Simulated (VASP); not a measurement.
AlN:

```xyz
4
Lattice="3.1131 0.0000 0.0000 -1.5566 2.6960 0.0000 0.0000 0.0000 4.9818" Properties=species:S:1:pos:R:3 pbc="T T T"
Al    0.0000    1.7974    4.9768
Al    1.5566    0.8987    2.4859
N     0.0000    1.7974    1.8981
N     1.5566    0.8987    4.3890
```

Base run:

| Item | Value |
| --- | --- |
| Program | VASP 6.6.1 |
| Functional | r2SCAN |
| Potentials or basis | VASP PAW PBE potentials, release 64 (Al, N) |
| Cutoff | 520 eV |
| k mesh | 12 × 12 × 6 |
| Occupations | gaussian, width 0.03 eV |
| Spin | no spin polarisation |

Its results: band gap on the k mesh 4.87 eV, direct; pressure -1.4 GPa; largest force 0.011 eV/Å.

Task: The run is repeated on the same cell with these changes: functional from r2SCAN to LDA; potentials or basis from VASP PAW PBE potentials, release 64 (Al, N) to VASP PAW LDA potentials, release 64 (Al, N). What comes out?

Result: Band gap on the k mesh 4.21 eV, direct; pressure -4.2 GPa; largest force 0.011 eV/Å.

Caveats: the PAW data sets were made with another functional, which shifts forces and pressure a little (some runs).
